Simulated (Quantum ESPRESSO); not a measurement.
# PbSe (Clausthalite) (Fm-3m) in Quantum ESPRESSO: settings compared

The runs below take PbSe (Clausthalite) through band structure, with AM05, r2SCAN.

Program: Quantum ESPRESSO 7.5. These are calculated values, not measurements. Logs are shortened: lines on timing, memory, paths and dates and some standing lists are left out, and cuts for length are marked.

**Measured values to compare with.**

A printed reference work, monograph reports, for a bulk crystal of PbSe: band gap 0.15 eV (direct) at 4.2 K; band gap 0.28 eV (direct) at 300 K.

The results are compared with them further down.

**1. The structure**

It takes space group Fm-3m (No. 225, cubic). Conventional cell: a = 6.121 Å, b = 6.121 Å, c = 6.121 Å, α = 90.00°, β = 90.00°, γ = 90.00°. Pb (site symmetry m-3m) is surrounded by 6 Se at 3.06 Å. Around Se (site symmetry m-3m) lie 6 Pb at 3.06 Å.

**2. Band structure, AM05**

File pw.in:

```
&CONTROL
  calculation = 'scf'
  prefix = 'pwscf'
  outdir = './tmp'
  pseudo_dir = './pseudo'
  tprnfor = .true.
  tstress = .true.
  disk_io = 'low'
/
&SYSTEM
  ibrav = 0
  A = 4.32841274
  nat = 2
  ntyp = 2
  ecutwfc = 70
  nbnd = 16
  input_dft = 'XC-000I-000I-120L-135L-000I-000I'
  occupations = 'smearing'
  smearing = 'fd'
  degauss = 0.00367493
/
&ELECTRONS
  conv_thr = 4d-10
  electron_maxstep = 120
  mixing_beta = 0.5
/
ATOMIC_SPECIES
Pb   207.2000 Pb_ONCV_PBE-1.2.upf
Se    78.9710 Se_ONCV_PBE-1.2.upf
CELL_PARAMETERS alat
   0.0000000000    0.7071067811    0.7071067811
   0.7071067811    0.0000000000    0.7071067811
   0.7071067811    0.7071067811    0.0000000000
ATOMIC_POSITIONS alat
Pb     0.0000000000    0.0000000000    0.0000000000
Se     0.7071067811    0.7071067811    0.7071067811
K_POINTS automatic
8 8 8 0 0 0
```

File bands.in:

```
&CONTROL
  calculation = 'bands'
  prefix = 'pwscf'
  outdir = './tmp'
  pseudo_dir = './pseudo'
  disk_io = 'low'
  verbosity = 'high'
/
&SYSTEM
  ibrav = 0
  A = 4.32841274
  nat = 2
  ntyp = 2
  ecutwfc = 70
  nbnd = 16
  input_dft = 'XC-000I-000I-120L-135L-000I-000I'
  occupations = 'smearing'
  smearing = 'fd'
  degauss = 0.00367493
/
&ELECTRONS
  conv_thr = 1d-08
  electron_maxstep = 120
  mixing_beta = 0.5
  diago_full_acc = .true.
  startingwfc = 'random'
/
ATOMIC_SPECIES
Pb   207.2000 Pb_ONCV_PBE-1.2.upf
Se    78.9710 Se_ONCV_PBE-1.2.upf
CELL_PARAMETERS alat
   0.0000000000    0.7071067811    0.7071067811
   0.7071067811    0.0000000000    0.7071067811
   0.7071067811    0.7071067811    0.0000000000
ATOMIC_POSITIONS alat
Pb     0.0000000000    0.0000000000    0.0000000000
Se     0.7071067811    0.7071067811    0.7071067811
K_POINTS crystal
60
 0.0000000000  0.0000000000  0.0000000000 1
 0.0625000000  0.0000000000  0.0625000000 1
 0.1250000000  0.0000000000  0.1250000000 1
 0.1875000000  0.0000000000  0.1875000000 1
 0.2500000000  0.0000000000  0.2500000000 1
 0.3125000000  0.0000000000  0.3125000000 1
 0.3750000000  0.0000000000  0.3750000000 1
 0.4375000000  0.0000000000  0.4375000000 1
 0.5000000000  0.0000000000  0.5000000000 1
 0.5000000000  0.0625000000  0.5625000000 1
 0.5000000000  0.1250000000  0.6250000000 1
 0.5000000000  0.1875000000  0.6875000000 1
 0.5000000000  0.2500000000  0.7500000000 1
 0.4375000000  0.3125000000  0.7500000000 1
 0.3750000000  0.3750000000  0.7500000000 1
 0.3375000000  0.3375000000  0.6750000000 1
 0.3000000000  0.3000000000  0.6000000000 1
 0.2625000000  0.2625000000  0.5250000000 1
 0.2250000000  0.2250000000  0.4500000000 1
 0.1875000000  0.1875000000  0.3750000000 1
 0.1500000000  0.1500000000  0.3000000000 1
 0.1125000000  0.1125000000  0.2250000000 1
 0.0750000000  0.0750000000  0.1500000000 1
 0.0375000000  0.0375000000  0.0750000000 1
 0.0000000000  0.0000000000  0.0000000000 1
 0.0625000000  0.0625000000  0.0625000000 1
 0.1250000000  0.1250000000  0.1250000000 1
 0.1875000000  0.1875000000  0.1875000000 1
 0.2500000000  0.2500000000  0.2500000000 1
 0.3125000000  0.3125000000  0.3125000000 1
 0.3750000000  0.3750000000  0.3750000000 1
 0.4375000000  0.4375000000  0.4375000000 1
 0.5000000000  0.5000000000  0.5000000000 1
 0.5250000000  0.4500000000  0.5250000000 1
 0.5500000000  0.4000000000  0.5500000000 1
 0.5750000000  0.3500000000  0.5750000000 1
 0.6000000000  0.3000000000  0.6000000000 1
 0.6250000000  0.2500000000  0.6250000000 1
 0.5833333333  0.2500000000  0.6666666667 1
 0.5416666667  0.2500000000  0.7083333333 1
 0.5000000000  0.2500000000  0.7500000000 1
 0.5000000000  0.2857142857  0.7142857143 1
 0.5000000000  0.3214285714  0.6785714286 1
 0.5000000000  0.3571428571  0.6428571429 1
 0.5000000000  0.3928571429  0.6071428571 1
 0.5000000000  0.4285714286  0.5714285714 1
 0.5000000000  0.4642857143  0.5357142857 1
 0.5000000000  0.5000000000  0.5000000000 1
 0.4821428571  0.4821428571  0.5357142857 1
 0.4642857143  0.4642857143  0.5714285714 1
 0.4464285714  0.4464285714  0.6071428571 1
 0.4285714286  0.4285714286  0.6428571429 1
 0.4107142857  0.4107142857  0.6785714286 1
 0.3928571429  0.3928571429  0.7142857143 1
 0.3750000000  0.3750000000  0.7500000000 1
 0.6250000000  0.2500000000  0.6250000000 1
 0.5937500000  0.1875000000  0.5937500000 1
 0.5625000000  0.1250000000  0.5625000000 1
 0.5312500000  0.0625000000  0.5312500000 1
 0.5000000000  0.0000000000  0.5000000000 1
```

Potentials or basis: SG15 PBE 1.2.

Launch:

```console
$ OMP_NUM_THREADS=1 pw.x -in pw.in > pw.out
$ OMP_NUM_THREADS=1 pw.x -in bands.in > bands.out
```

pw.out:

```text
This program is part of the open-source Quantum ESPRESSO suite
     for quantum simulation of materials; please cite
         "P. Giannozzi et al., J. Phys.:Condens. Matter 21 395502 (2009);
         "P. Giannozzi et al., J. Phys.:Condens. Matter 29 465901 (2017);
         "P. Giannozzi et al., J. Chem. Phys. 152 154105 (2020);
     in publications or presentations arising from this work. More details at

     IMPORTANT: XC functional enforced from input :
     Exchange-correlation= XC-000I-000I-120L-135L-000I-000I
                           (   0   0 120 135   0   0   0)
     Any further DFT definition will be discarded
     Please, verify this is what you really want

     Message from routine setup:
     using ibrav=0 with symmetry is DISCOURAGED, use correct ibrav instead

     G-vector sticks info
     --------------------
     sticks:   dense  smooth     PW     G-vecs:    dense   smooth      PW
     Sum        1285    1285    379                30731    30731    4909

     Using Slab Decomposition

     bravais-lattice index     =            0
     lattice parameter (alat)  =       8.1795  a.u.
     unit-cell volume          =     386.9614 (a.u.)^3
     number of atoms/cell      =            2
     number of atomic types    =            2
     number of electrons       =        20.00
     number of Kohn-Sham states=           16
     kinetic-energy cutoff     =      70.0000  Ry
     charge density cutoff     =     280.0000  Ry
     scf convergence threshold =      4.0E-10
     mixing beta               =       0.5000
     number of iterations used =            8  plain     mixing
     Exchange-correlation= XC-000I-000I-120L-135L-000I-000I
                           (   0   0 120 135   0   0   0)

     celldm(1)=   8.179515  celldm(2)=   0.000000  celldm(3)=   0.000000
     celldm(4)=   0.000000  celldm(5)=   0.000000  celldm(6)=   0.000000

     crystal axes: (cart. coord. in units of alat)
               a(1) = (   0.000000   0.707107   0.707107 )
               a(2) = (   0.707107   0.000000   0.707107 )
               a(3) = (   0.707107   0.707107   0.000000 )

     reciprocal axes: (cart. coord. in units 2 pi/alat)
               b(1) = ( -0.707107  0.707107  0.707107 )
               b(2) = (  0.707107 -0.707107  0.707107 )
               b(3) = (  0.707107  0.707107 -0.707107 )

     PseudoPot. # 1 for Pb read from file:
     Pb_ONCV_PBE-1.2.upf
     Pseudo is Norm-conserving, Zval = 14.0
     Generated using ONCVPSP code by D. R. Hamann
     Using radial grid of  602 points,  8 beta functions with:
                l(1) =   0
                l(2) =   0
                l(3) =   1
                l(4) =   1
                l(5) =   2
                l(6) =   2
                l(7) =   3
                l(8) =   3

     PseudoPot. # 2 for Se read from file:
     Se_ONCV_PBE-1.2.upf
     Pseudo is Norm-conserving, Zval =  6.0
     Generated using ONCVPSP code by D. R. Hamann
     Using radial grid of  602 points,  6 beta functions with:
                l(1) =   0
                l(2) =   0
                l(3) =   1
                l(4) =   1
                l(5) =   2
                l(6) =   2

     atomic species   valence    mass     pseudopotential
     Pb               14.00   207.20000     Pb( 1.00)
     Se                6.00    78.97100     Se( 1.00)

     48 Sym. Ops., with inversion, found

   Cartesian axes

     site n.     atom                  positions (alat units)
         1        Pb     tau(   1) = (   0.0000000   0.0000000   0.0000000  )
         2        Se     tau(   2) = (   0.7071068   0.7071068   0.7071068  )

     number of k points=    29  Fermi-Dirac smearing, width (Ry)=  0.0037
                       cart. coord. in units 2pi/alat
        k(    1) = (   0.0000000   0.0000000   0.0000000), wk =   0.0039062
        k(    2) = (   0.0883883   0.0883883  -0.0883883), wk =   0.0312500
        k(    3) = (   0.1767767   0.1767767  -0.1767767), wk =   0.0312500
        k(    4) = (   0.2651650   0.2651650  -0.2651650), wk =   0.0312500
        k(    5) = (  -0.3535534  -0.3535534   0.3535534), wk =   0.0156250
        k(    6) = (   0.1767767   0.0000000   0.0000000), wk =   0.0234375
[... 21 lines left out ...]
        k(   28) = (  -0.7071068   0.1767767   0.0000000), wk =   0.0468750
        k(   29) = (  -0.7071068   0.3535534   0.0000000), wk =   0.0234375

     Dense  grid:    30731 G-vectors     FFT dimensions: (  45,  45,  45)

     WARNING: libxc functional with ID  120 depends
      on external parameters: check the user_guide of
      QE if you need to modify them or to check their
      default values.

     WARNING: libxc functional with ID  135 depends
      on external parameters: check the user_guide of
      QE if you need to modify them or to check their
      default values.

     Initial potential from superposition of free atoms

     starting charge      19.8800, renormalised to      20.0000
[... 39 lines left out ...]

          k = 0.1768 0.1768-0.1768 (  3813 PWs)   bands (ev):
[... 6 lines left out ...]
    -7.9084  -7.9084  -7.8881  -7.8603  -7.8603  -3.9670   0.3148   7.2034
     7.2034   8.2621   9.7075  10.7164  10.7164  16.1726  17.7102  17.7102

          k =-0.3536-0.3536 0.3536 (  3828 PWs)   bands (ev):

    -7.9121  -7.9121  -7.8879  -7.8552  -7.8552  -3.7489  -0.0708   7.2937
     7.2937   8.7811   8.9718  10.3729  10.3729  17.2504  18.8586  18.8636

          k = 0.1768 0.0000 0.0000 (  3811 PWs)   bands (ev):

    -7.8963  -7.8935  -7.8842  -7.8842  -7.8826  -4.6730   2.0146   6.6403
     6.6403   7.6674  11.3478  13.2723  13.2723  14.2561  16.2005  16.2005

          k = 0.2652 0.0884-0.0884 (  3818 PWs)   bands (ev):

    -7.9102  -7.8935  -7.8881  -7.8766  -7.8706  -4.4079   1.4250   6.5160
     6.5840   7.9631  10.4384  12.5372  12.7544  14.2827  16.7223  17.0934

          k = 0.3536 0.1768-0.1768 (  3817 PWs)   bands (ev):
[... 11 lines left out ...]
    -7.9194  -7.9071  -7.8847  -7.8609  -7.8601  -3.7734   0.1952   6.0956
     7.2158   8.2098   9.6305  10.6123  12.0484  16.4292  17.5433  18.5205

          k =-0.0884-0.2652 0.2652 (  3813 PWs)   bands (ev):

    -7.9065  -7.9028  -7.8871  -7.8724  -7.8654  -4.1513   0.8393   6.0719
     7.3714   8.3224   9.8925  10.8070  12.5914  15.5854  16.2895  18.1402

          k = 0.0000-0.1768 0.1768 (  3829 PWs)   bands (ev):

    -7.8951  -7.8946  -7.8899  -7.8833  -7.8744  -4.5224   1.5886   6.3842
     7.2141   7.7535  11.0634  11.6473  12.9713  15.2396  15.5880  16.6864

          k = 0.3536 0.0000 0.0000 (  3831 PWs)   bands (ev):

    -7.9371  -7.9002  -7.8755  -7.8680  -7.8680  -4.2152   1.3845   6.1292
     6.1292   7.1090  11.1161  13.2200  13.4763  13.4763  18.1818  18.2880

          k = 0.4419 0.0884-0.0884 (  3839 PWs)   bands (ev):

    -7.9595  -7.8999  -7.8791  -7.8611  -7.8561  -3.8788   1.0017   5.8007
     6.0019   6.3251  11.9152  12.8030  13.1962  13.8376  18.6931  19.1113

          k =-0.1768-0.5303 0.5303 (  3844 PWs)   bands (ev):

    -7.9647  -7.8917  -7.8873  -7.8610  -7.8512  -3.5687   0.5303   5.1192
     6.1719   6.5823  11.6333  12.3908  13.1698  14.6075  18.8349  19.4138

          k =-0.0884-0.4419 0.4419 (  3832 PWs)   bands (ev):

    -7.9513  -7.8954  -7.8797  -7.8677  -7.8564  -3.5259   0.3374   4.8681
     6.6063   7.1817  10.9092  11.5325  13.3926  16.1368  17.5821  17.8775

          k = 0.0000-0.3536 0.3536 (  3803 PWs)   bands (ev):

    -7.9273  -7.9007  -7.8796  -7.8679  -7.8663  -3.7964   0.5074   5.2046
     7.1446   7.9852  10.0907  10.8654  13.1674  16.7223  16.7742  18.2122

          k = 0.5303 0.0000-0.0000 (  3840 PWs)   bands (ev):

    -7.9950  -7.9069  -7.8684  -7.8511  -7.8511  -3.6416   1.2031   4.8498
     5.6680   5.6680  12.5811  13.4540  14.0240  14.0240  19.2952  19.4294

          k =-0.0884-0.6187 0.6187 (  3844 PWs)   bands (ev):

    -8.0059  -7.9045  -7.8712  -7.8492  -7.8468  -3.4259   1.0773   4.1278
     5.6675   5.7878  12.5588  13.7297  13.8465  14.4142  20.0620  20.1517

          k =-0.0000-0.5303 0.5303 (  3851 PWs)   bands (ev):

    -7.9875  -7.8930  -7.8812  -7.8570  -7.8502  -3.3746   0.6996   4.1305
     6.0037   6.3355  12.1127  12.7302  14.1825  14.5078  18.7940  18.9937

          k =-0.7071 0.0000 0.0000 (  3860 PWs)   bands (ev):

    -8.0231  -7.9097  -7.8655  -7.8439  -7.8439  -3.3621   1.3681   3.7199
     5.4893   5.4893  12.3676  14.3424  14.3424  14.7991  20.0356  20.3355

          k = 0.3536 0.1768-0.0000 (  3818 PWs)   bands (ev):

    -7.9282  -7.8933  -7.8892  -7.8685  -7.8636  -4.1009   0.9984   5.8283
     6.7697   7.5350  10.6461  11.8437  12.9382  14.6590  17.5777  18.2202

          k =-0.2652-0.4419 0.6187 (  3827 PWs)   bands (ev):
[... 16 lines left out ...]
    -7.9797  -7.8894  -7.8846  -7.8646  -7.8475  -3.4030   0.6435   4.4980
     5.1560   7.3927  11.0982  13.1294  13.7885  15.2674  17.5068  20.2829

          k =-0.0000-0.3536 0.5303 (  3823 PWs)   bands (ev):

    -7.9635  -7.8925  -7.8773  -7.8734  -7.8517  -3.4674   0.5026   4.6785
     5.4930   7.9186  10.3582  12.7506  13.5343  16.4216  16.4863  19.3192

          k =-0.7071 0.1768 0.0000 (  3832 PWs)   bands (ev):

    -8.0053  -7.9006  -7.8742  -7.8541  -7.8439  -3.3481   1.0115   3.9262
     5.1544   6.4991  12.5428  12.8062  14.4637  14.8567  18.8002  20.2901

          k =-0.7071 0.3536 0.0000 (  3852 PWs)   bands (ev):

    -7.9843  -7.8860  -7.8778  -7.8778  -7.8439  -3.3333   0.7231   4.4810
     4.4810   7.9778  10.5708  13.6756  13.6756  16.4259  16.4259  20.5021

     the Fermi energy is     8.8765 ev

!    total energy              =    -131.58331470 Ry
     estimated scf accuracy    <          8.6E-12 Ry
     smearing contrib. (-TS)   =      -0.00004431 Ry
     internal energy E=F+TS    =    -131.58327039 Ry

     The total energy is F=E-TS. E is the sum of the following terms:
     one-electron contribution =     -31.79996285 Ry
     hartree contribution      =      25.82255289 Ry
     xc contribution           =     -17.82505673 Ry
     ewald contribution        =    -107.78080369 Ry

     convergence has been achieved in   9 iterations

     Forces acting on atoms (cartesian axes, Ry/au):

     atom    1 type  1   force =     0.00000000   -0.00000000   -0.00000000
     atom    2 type  2   force =    -0.00000000    0.00000000    0.00000000

     Total force =     0.000000     Total SCF correction =     0.000000

     Computing stress (Cartesian axis) and pressure

          total   stress  (Ry/bohr**3)                   (kbar)     P=        3.41
   0.00002315   0.00000000   0.00000000            3.41        0.00        0.00
   0.00000000   0.00002315   0.00000000            0.00        3.41        0.00
   0.00000000   0.00000000   0.00002315            0.00        0.00        3.41

=------------------------------------------------------------------------------=
   JOB DONE.
=------------------------------------------------------------------------------=
```

Run time: 81 s. Hardware: 1 thread of Arm Neoverse V2, shared host; peak memory 0.1 GiB.

Results:

* Free energy: -1790.2822 eV
* Pressure: 0.3 GPa
* Band gap on the k mesh: 0.19 eV, direct
* Band gap along the path: 0.19 eV, direct

Levels at the corners of the path, in eV from the valence-band top:
| point | band 6 | band 7 | band 8 | band 9 | band 10 | band 11 | band 12 | band 13 | band 14 | band 15 |
| --- | --- | --- | --- | --- | --- | --- | --- | --- | --- | --- |
| Γ | -13.62 | -6.31 | -1.91 | -1.91 | -1.91 | 4.64 | 4.64 | 4.64 | 6.42 | 6.42 |
| X | -12.14 | -7.41 | -5.06 | -3.29 | -3.29 | 3.59 | 5.56 | 5.56 | 6.02 | 11.25 |
| W | -12.11 | -8.06 | -4.30 | -4.30 | -0.80 | 1.79 | 4.89 | 4.89 | 7.64 | 7.64 |
| K | -12.16 | -8.08 | -4.65 | -2.78 | -2.45 | 3.33 | 3.95 | 5.40 | 5.73 | 10.01 |
| Γ | -13.62 | -6.31 | -1.91 | -1.91 | -1.91 | 4.64 | 4.64 | 4.64 | 6.42 | 6.42 |
| L | -12.53 | -8.85 | -1.49 | -1.49 | 0.00 | 0.19 | 1.59 | 1.59 | 8.47 | 10.08 |
| U | -12.16 | -8.08 | -4.65 | -2.78 | -2.45 | 3.33 | 3.95 | 5.40 | 5.73 | 10.01 |
| W | -12.11 | -8.06 | -4.30 | -4.30 | -0.80 | 1.79 | 4.89 | 4.89 | 7.64 | 7.64 |
| L | -12.53 | -8.85 | -1.49 | -1.49 | 0.00 | 0.19 | 1.59 | 1.59 | 8.47 | 10.08 |
| K | -12.16 | -8.08 | -4.65 | -2.78 | -2.45 | 3.33 | 3.95 | 5.40 | 5.73 | 10.01 |
| U | -12.16 | -8.08 | -4.65 | -2.78 | -2.45 | 3.33 | 3.95 | 5.40 | 5.73 | 10.01 |
| X | -12.14 | -7.41 | -5.06 | -3.29 | -3.29 | 3.59 | 5.56 | 5.56 | 6.02 | 11.25 |

Caveat: the potentials were made for another functional, which shifts forces and pressure; spin-orbit coupling is left out, which as a rule narrows the gap of such compounds by several tenths of an eV.

**3. Band structure, r2SCAN**

pw.in: that of step 2 with these lines changed.

```diff
@@ -16,3 +16,3 @@
   nbnd = 16
-  input_dft = 'XC-000I-000I-120L-135L-000I-000I'
+  input_dft = 'r2scan'
   occupations = 'smearing'
@@ -20,5 +20,6 @@
   degauss = 0.00367493
+  nosym = .true.
 /
 &ELECTRONS
-  conv_thr = 4d-10
+  conv_thr = 1d-08
   electron_maxstep = 120
@@ -37,2 +38,2 @@
 K_POINTS automatic
-8 8 8 0 0 0
+6 6 6 0 0 0
```

File pp_density.in:

```
&INPUTPP
  prefix = 'pwscf'
  outdir = './tmp'
  filplot = 'density.dat'
  plot_num = 0
/
&PLOT
  nfile = 1
  filepp(1) = 'density.dat'
  iflag = 3
  output_format = 6
  fileout = 'density.cube'
/
```

File pp_potential.in:

```
&INPUTPP
  prefix = 'pwscf'
  outdir = './tmp'
  filplot = 'potential.dat'
  plot_num = 11
/
&PLOT
  nfile = 1
  filepp(1) = 'potential.dat'
  iflag = 3
  output_format = 6
  fileout = 'potential.cube'
/
```

File pp_elf.in:

```
&INPUTPP
  prefix = 'pwscf'
  outdir = './tmp'
  filplot = 'elf.dat'
  plot_num = 8
/
&PLOT
  nfile = 1
  filepp(1) = 'elf.dat'
  iflag = 3
  output_format = 6
  fileout = 'elf.cube'
/
```

bands.in: that of step 2 with these lines changed.

```diff
@@ -15,3 +15,3 @@
   nbnd = 16
-  input_dft = 'XC-000I-000I-120L-135L-000I-000I'
+  input_dft = 'r2scan'
   occupations = 'smearing'
@@ -19,2 +19,3 @@
   degauss = 0.00367493
+  nosym = .true.
 /
```

Potentials or basis: SG15 PBE 1.2.

Launch:

```console
$ OMP_NUM_THREADS=1 pw.x -in pw.in > pw.out
$ OMP_NUM_THREADS=1 pp.x -in pp_density.in > pp_density.out
$ OMP_NUM_THREADS=1 pp.x -in pp_potential.in > pp_potential.out
$ OMP_NUM_THREADS=1 pp.x -in pp_elf.in > pp_elf.out
$ OMP_NUM_THREADS=1 pw.x -in bands.in > bands.out
```

Wall time 8.4 min (1 thread of Arm Neoverse V2, shared host); peak memory 0.18 GiB.

It converged, with:

- Free energy: -1785.8567 eV
- Pressure: 0.6 GPa
- Band gap on the k mesh: 0.67 eV, direct
- Band gap along the path: 0.67 eV, direct

Levels at the corners of the path, in eV from the valence-band top:
```tsv
point	band 8	band 9	band 10	band 11	band 12	band 13
Γ	-1.82	-1.82	-1.82	4.99	4.99	4.99
X	-4.95	-3.19	-3.19	4.36	5.98	5.98
W	-4.18	-4.18	-0.71	2.17	5.47	5.47
K	-4.54	-2.65	-2.34	3.79	4.34	5.94
Γ	-1.82	-1.82	-1.82	4.99	4.99	4.99
L	-1.33	-1.33	0.00	0.67	1.94	1.94
U	-4.54	-2.65	-2.34	3.79	4.34	5.94
W	-4.18	-4.18	-0.71	2.17	5.47	5.47
L	-1.33	-1.33	0.00	0.67	1.94	1.94
K	-4.54	-2.65	-2.34	3.79	4.34	5.94
U	-4.54	-2.65	-2.34	3.79	4.34	5.94
X	-4.95	-3.19	-3.19	4.36	5.98	5.98
```

Caveat: the potentials were made for another functional, which shifts forces and pressure; spin-orbit coupling is left out, which as a rule narrows the gap of such compounds by several tenths of an eV.

**4. Comparison with measurements**

Step 2. Against the measured gap of PbSe, 0.15 eV (direct; 4.2 K; a printed reference work, monograph), the calculated 0.19 eV is off by +0.04 eV. 2 values of this kind are on record (0.15 to 0.28 eV); this one was drawn at random. Spin-orbit coupling on Pb, Se is left out. The value is that of AM05, without temperature or zero-point motion.

Step 3. Against the measured gap of PbSe, 0.28 eV (direct; 300 K; a printed reference work, monograph), the calculated 0.67 eV is off by +0.39 eV. 2 values of this kind are on record (0.15 to 0.28 eV); this one was drawn at random. Spin-orbit coupling on Pb, Se is left out. The value is that of r2SCAN, without temperature or zero-point motion.
